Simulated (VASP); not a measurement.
# Sb (Im-3m) in VASP: single point with PBE

Aim: the single point of Sb with PBE.

All numbers are computed with VASP 6.6.1; they aren't measurements. Logs are shortened: lines on timing, memory, paths and dates and some standing lists are left out, and cuts for length are marked.

**1. The structure**

Symmetry: Im-3m, No. 229, cubic system. The conventional cell has a = 3.743 Å, b = 3.743 Å, c = 3.743 Å, α = 90.00°, β = 90.00°, γ = 90.00°. Sb (site symmetry m-3m) is surrounded by 8 Sb at 3.24 Å.

This isn't the form of Sb at room conditions, which is rhombohedral.

**2. Single point, PBE**

INCAR reads:

```
SYSTEM = Sb
  ALGO = Normal
  EDIFF = 1E-6
  ENCUT = 500
  GGA = PE
  ISIF = 2
  ISMEAR = 0
  LASPH = .True.
  LCHARG = .True.
  LELF = .True.
  LREAL = .False.
  LVHAR = .True.
  LWAVE = .False.
  NBANDS = 14
  NELM = 100
  PREC = Accurate
  SIGMA = 0.02
```

KPOINTS reads:

```
k-points
0
Gamma
  6 6 6
  0 0 0
```

POSCAR reads:

```
Sb
1.0
   -1.8713408863      1.8713408863      1.8713408863
    1.8713408863     -1.8713408863      1.8713408863
    1.8713408863      1.8713408863     -1.8713408863
Sb
1
Direct
    0.0000000000      0.0000000000      0.0000000000
```

Potentials or basis: VASP PAW PBE potentials, release 64 (Sb_d_GW).

Command:

```
cat potpaw_PBE.64/Sb_d_GW/POTCAR > POTCAR
mpirun -np 1 vasp_std > vasp.out
```

OUTCAR:

```text
SYSTEM = Sb
   EDIFF = 1E-6
   ENCUT = 500
   GGA = PE
   ISIF = 2
   ISMEAR = 0
   LASPH = .True.
   LREAL = .False.
   NELM = 100
   PREC = Accurate

 ion  position               nearest neighbor table
   1  0.000  0.000  0.000-

  LATTYP: Found a body centered cubic cell.
 ALAT       =     3.7426817726

  Lattice vectors:

 A1 = (  -1.8713408863,   1.8713408863,   1.8713408863)
 A2 = (   1.8713408863,  -1.8713408863,   1.8713408863)
 A3 = (   1.8713408863,   1.8713408863,  -1.8713408863)

Analysis of symmetry for initial positions (statically):
=====================================================================
 Subroutine PRICEL returns:
 Original cell was already a primitive cell.

 Routine SETGRP: Setting up the symmetry group for a
 body centered cubic supercell.

 Subroutine GETGRP returns: Found 48 space group operations
 (whereof 48 operations were pure point group operations)
 out of a pool of 48 trial point group operations.

The static configuration has the point symmetry O_h .

Analysis of symmetry for dynamics (positions and initial velocities):
=====================================================================
 Subroutine PRICEL returns:
 Original cell was already a primitive cell.

 Routine SETGRP: Setting up the symmetry group for a
 body centered cubic supercell.

 Subroutine GETGRP returns: Found 48 space group operations
 (whereof 48 operations were pure point group operations)
 out of a pool of 48 trial point group operations.

The dynamic configuration has the point symmetry O_h .

 Subroutine INISYM returns: Found 48 space group operations
 (whereof 48 operations are pure point group operations),
 and found     1 'primitive' translations

----------------------------------------------------------------------------------------

                                     Primitive cell

  volume of cell :      26.2131

  direct lattice vectors                    reciprocal lattice vectors
    -1.871340886  1.871340886  1.871340886     0.000000000  0.267188092  0.267188092
     1.871340886 -1.871340886  1.871340886     0.267188092  0.000000000  0.267188092
     1.871340886  1.871340886 -1.871340886     0.267188092  0.267188092  0.000000000

  length of vectors
     3.241257493  3.241257493  3.241257493     0.377861023  0.377861023  0.377861023

  position of ions in fractional coordinates (direct lattice)
     0.000000000  0.000000000  0.000000000

  ion indices of the primitive-cell ions
   primitive index   ion index
                 1           1

----------------------------------------------------------------------------------------

 KPOINTS: k-points

Automatic generation of k-mesh.
 Grid dimensions read from file:
 generate k-points for:    6    6    6

 Generating k-lattice:

  Cartesian coordinates                     Fractional coordinates (reciprocal lattice)
     0.000000000  0.044531349  0.044531349     0.166666667  0.000000000  0.000000000
     0.044531349  0.000000000  0.044531349     0.000000000  0.166666667  0.000000000
     0.044531349  0.044531349  0.000000000     0.000000000  0.000000000  0.166666667

  Length of vectors
     0.062976837  0.062976837  0.062976837

  Shift w.r.t. Gamma in fractional coordinates (k-lattice)
     0.000000000  0.000000000  0.000000000

 Subroutine IBZKPT returns following result:
 ===========================================

 Found     16 irreducible k-points:

 Following reciprocal coordinates:
            Coordinates               Weight
  0.000000  0.000000  0.000000      1.000000
  0.166667  0.000000  0.000000     12.000000
  0.333333  0.000000  0.000000     12.000000
  0.500000  0.000000  0.000000      6.000000
  0.166667  0.166667  0.000000     24.000000
  0.333333  0.166667  0.000000     48.000000
[... 8 lines left out ...]
  0.500000  0.500000  0.333333     12.000000
  0.500000  0.500000  0.500000      1.000000
   k-points           NKPTS =     16   k-points in BZ     NKDIM =     16   number of bands    NBANDS=     14
   number of dos      NEDOS =    301   number of ions     NIONS =      1
   total plane-waves  NPLWV =  13824
   dimension x,y,z NGX =    24 NGY =   24 NGZ =   24
   dimension x,y,z NGXF=    48 NGYF=   48 NGZF=   48
   ions per type =               1
   NGX,Y,Z   is equivalent  to a cutoff of  12.31, 12.31, 12.31 a.u.
   NGXF,Y,Z  is equivalent  to a cutoff of  24.62, 24.62, 24.62 a.u.
 SYSTEM =  Sb
   PREC   = accura    normal or accurate (medium, high low for compatibility)
   ISTART =      0    job   : 0-new  1-cont  2-samecut
   ICHARG =      2    charge: 1-file 2-atom 10-const
   ISPIN  =      1    spin polarized calculation?
   LNONCOLLINEAR =      F non collinear calculations
   LSORBIT =      F    spin-orbit coupling
   LASPH  =      T    aspherical Exc in radial PAW
   ENCUT  =  500.0 eV  36.75 Ry    6.06 a.u.   5.91  5.91  5.91*2*pi/ulx,y,z
   NELM   =    100;   NELMIN=  2; NELMDL= -5     # of ELM steps
   EDIFF  = 0.1E-05   stopping-criterion for ELM
   LREAL  =      F    real-space projection
   EDIFFG = 0.1E-04   stopping-criterion for IOM
   NSW    =      0    number of steps for IOM
   IBRION =     -1    ionic relax: 0-MD 1-quasi-New 2-CG
   NFREE  =      0    steps in history (QN), initial steepest desc. (CG)
   ISIF   =      2    stress and relaxation
   ISYM   =      2    0-nonsym 1-usesym 2-fastsym
   POTIM  = 0.5000    time-step for ionic-motion
   TEBEG  =    0.0;   TEEND  =   0.0 temperature during run
   PSTRESS=    0.0 pullay stress
   NELECT =      15.0000    total number of electrons
   NUPDOWN=      -1.0000    fix difference up-down
   EMIN   =  10.00;   EMAX   =-10.00  energy-range for DOS
   EFERMI =   0.00;   METHOD = LEGACY
   ISMEAR =     0;   SIGMA  =   0.02  broadening in eV -4-tet -1-fermi 0-gaus
   EFERMI_NEDOS =   21; number of points for ismear=-14 and -15
   IALGO  =     38    algorithm
   IMIX   =      4    mixing-type and parameters
     AMIX     =   0.40;   BMIX     =  1.00
     AMIX_MAG =   1.60;   BMIX_MAG =  1.00
  volume/ion in A,a.u.               =      26.21       176.89
  Fermi-wavevector in a.u.,A,eV,Ry     =   1.359145  2.568411 25.133691  1.847274
  Thomas-Fermi vector in A             =   2.485918
   LORBIT       =      0    0 simple, 1 ext, 2 COOP (PROOUT), +10 PAW based schemes
   GGA     = PE    functional components
   LHFCALC =     F    Hartree Fock is set to
   AEXX    =    0.0000 exact exchange contribution
   IVDW    =     0    specifies the selected vdW correction
   LEPSILON=     F    determine dielectric tensor
   LRPA    =     F    only Hartree local field effects (RPA)
 non-spin polarized calculation
 Gauss-broadening in eV      SIGMA  =   0.02
  energy-cutoff  :      500.00
  volume of cell :       26.21
 maximum number of plane-waves:       682
   NGX = 11   NGY = 11   NGZ = 11

 number of electron      14.9999987 magnetization

 Free energy of the ion-electron system (eV)
  ---------------------------------------------------
  ext. energy  EPLUGINS =         0.00000000
  ---------------------------------------------------
  free energy    TOTEN  =        -3.84551451 eV

  energy without entropy =       -3.84474150  energy(sigma->0) =       -3.84512801

 E-fermi :   6.0909     XC(G=0): -10.7670

 val. band max:        6.0691915788   @ k =   0.3333   0.1667   0.0000
 cond. band min:       6.1601577043   @ k =   0.5000   0.5000   0.3333
 fundamental gap:      0.0909661255
 Fermi energy:         6.0908873057

 k-point     1 :       0.0000    0.0000    0.0000
  band No.  band energies     occupation
      1     -22.6741      2.00000
      2     -22.6741      2.00000
      3     -22.6741      2.00000
      4     -22.5971      2.00000
      5     -22.5971      2.00000
      6      -6.4616      2.00000
      7      12.2868      0.00000
      8      12.2868      0.00000
      9      12.2868      0.00000
     10      18.0037      0.00000
     11      18.0037      0.00000
     12      18.0046      0.00000
     13      18.3208      0.00000
     14      18.3208      0.00000

 k-point     2 :       0.1667    0.0000    0.0000
  band No.  band energies     occupation
      1     -22.6798      2.00000
      2     -22.6637      2.00000
      3     -22.6424      2.00000
      4     -22.6033      2.00000
      5     -22.5985      2.00000
      6      -5.8663      2.00000
      7       8.8013      0.00000
      8      10.8037      0.00000
      9      11.7879      0.00000
     10      15.3140      0.00000
     11      15.6956      0.00000
     12      17.7574      0.00000
     13      19.2267      0.00000
     14      20.3893      0.00000

 k-point     3 :       0.3333    0.0000    0.0000
  band No.  band energies     occupation
      1     -22.6911      2.00000
      2     -22.6529      2.00000
      3     -22.6063      2.00000
      4     -22.6012      2.00000
      5     -22.5783      2.00000
      6      -4.1311      2.00000
      7       3.8690      2.00000
      8       9.0122      0.00000
      9      10.8424      0.00000
     10      13.7223      0.00000
     11      14.2374      0.00000
     12      18.8688      0.00000
     13      20.4707      0.00000
     14      24.7334      0.00000
[... 188 lines left out ...]
 k-point    15 :       0.5000    0.5000    0.3333
  band No.  band energies     occupation
      1     -22.6645      2.00000
      2     -22.6586      2.00000
      3     -22.5927      2.00000
      4     -22.5751      2.00000
      5     -22.5546      2.00000
      6      -0.2488      2.00000
      7       3.0934      2.00000
      8       5.1776      2.00000
      9       6.1602      0.00000
     10      11.0126      0.00000
     11      12.0559      0.00000
     12      20.7874      0.00000
     13      21.7159      0.00000
     14      25.5041      0.00000

 k-point    16 :       0.5000    0.5000    0.5000
  band No.  band energies     occupation
      1     -22.6770      2.00000
      2     -22.6770      2.00000
      3     -22.5575      2.00000
      4     -22.5575      2.00000
      5     -22.5575      2.00000
      6       1.1238      2.00000
      7       4.5400      2.00000
      8       4.5400      2.00000
      9       4.5400      2.00000
     10       9.5338      0.00000
     11       9.5338      0.00000
     12      23.8899      0.00000
     13      26.1896      0.00000
     14      26.1896      0.00000

------------------------ aborting loop because EDIFF is reached ----------------------------------------

  FORCE on cell =-STRESS in cart. coord.  units (eV):
  Direction    XX          YY          ZZ          XY          YZ          ZX
  --------------------------------------------------------------------------------------
  -------------------------------------------------------------------------------------
  Total        0.5284227      0.5284227      0.5284227      0.0000000      0.0000000     -0.0000000
  in kB       32.2978280     32.2978280     32.2978280      0.0000000      0.0000000     -0.0000000
  external PRESSURE =      32.2978280 kB  Pullay stress =       0.0000000 kB

 VOLUME and BASIS-vectors are now :
 -----------------------------------------------------------------------------
  energy-cutoff  :      500.00
  volume of cell :       26.21
      direct lattice vectors                 reciprocal lattice vectors
    -1.871340886  1.871340886  1.871340886     0.000000000  0.267188092  0.267188092
     1.871340886 -1.871340886  1.871340886     0.267188092  0.000000000  0.267188092
     1.871340886  1.871340886 -1.871340886     0.267188092  0.267188092  0.000000000

 POSITION                                       TOTAL-FORCE (eV/Angst)
 -----------------------------------------------------------------------------------
      0.00000      0.00000      0.00000         0.000000      0.000000      0.000000
 -----------------------------------------------------------------------------------
    total drift:                               -0.000000      0.000000      0.000000

  FREE ENERGIE OF THE ION-ELECTRON SYSTEM (eV)
  ---------------------------------------------------
  free  energy   TOTEN  =        -3.8455145099 eV

  energy  without entropy=       -3.8447415024  energy(sigma->0) =       -3.84512801
```

Wall time 4.4 s (1 thread of Intel Xeon Platinum 8488C (Sapphire Rapids), shared host); peak memory 0.14 GiB.

What came out:

| Quantity | Value |
| --- | --- |
| Free energy | -3.8455 eV |
| Pressure | 3.2 GPa |
| Band gap on the k mesh | none (metal or under the smearing width) |

Levels at points of the mesh, in eV from the Fermi level:
```csv
k point,band 3,band 4,band 5,band 6,band 7,band 8,band 9,band 10,band 11,band 12
"(0.00, 0.00, 0.00)",-28.76,-28.69,-28.69,-12.55,6.20,6.20,6.20,11.91,11.91,11.91
"(0.50, 0.00, 0.00)",-28.69,-28.69,-28.64,-8.34,-5.25,2.25,4.33,7.13,7.66,14.31
"(0.50, 0.50, 0.50)",-28.65,-28.65,-28.65,-4.97,-1.55,-1.55,-1.55,3.44,3.44,17.80
```

Caveat: the k mesh is coarse (spacing up to 0.40 Å⁻¹), so the values aren't converged. The run has no spin-orbit coupling, so splittings on Sb are missing.

**3. For comparison**

An earlier run on the cell as given: functional PBE; potentials or basis VASP PAW PBE potentials, release 64 (Sb); cutoff 520 eV; k mesh 10 × 10 × 10; occupations fermi-dirac, width 0.05 eV; no spin polarisation.

- Pressure: 3.0 GPa
- Band gap on the k mesh: none (metal or under the smearing width)
